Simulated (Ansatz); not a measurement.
Runs of Ansatz 0.2.0 on TaN. Symmetry: P-6m2, No. 187, hexagonal system. The conventional cell has a = 2.938 Å, b = 2.938 Å, c = 2.883 Å, α = 90.00°, β = 90.00°, γ = 120.00°. Ta (site symmetry -6m2) is surrounded by 6 N at 2.23 Å. N (site symmetry -6m2) is surrounded by 6 Ta at 2.23 Å. 

| task | level | spin | cell | k mesh | points for each segment of the path | gap on the mesh (eV) | pressure (GPa) |
| --- | --- | --- | --- | --- | --- | --- | --- |
| band structure | HSE03 | off | as given | 5 × 5 × 5 | 4 | none | (b) |
| single point | HSE06 | SOC, no magnetisation | as given | 4 × 4 × 4 | - | 0.81 | -3.3 |
| band structure | HSE06 | off | as given | 5 × 5 × 5 | 4 | none | (a) |
| relaxation of cell and atoms | HSEsol | off | relaxed | 5 × 5 × 5 | - | none | 0.0 |
| single point | HF | off | as given | 5 × 5 × 5 | - | none | 5.3 |

Alike in all rows: potentials or basis Ansatz PAW; cutoff (eV) 420; smearing fermi-dirac 0.05 eV; the mesh is coarse, so values aren't converged.

Problem. Estimate the missing entries.

Solution. (a) -3.7; (b) -3.1.

Caveats: all runs use coarse meshes; the PAW data sets come from PBE, with cores solved anew for the run's functional, which leaves a small shift of forces and pressure; the thresholds are loose for stress (some runs); spin-orbit coupling is left out, which moves the levels of the heavy elements (some runs); the plane-wave basis is chosen anew once the cell has moved, so the energies of steps on either side of that aren't comparable (some runs).

A k mesh can miss the band edges, and rows without SOC leave out spin-orbit coupling on Ta.

A gap of «none» marks a metal or a gap under the smearing width.
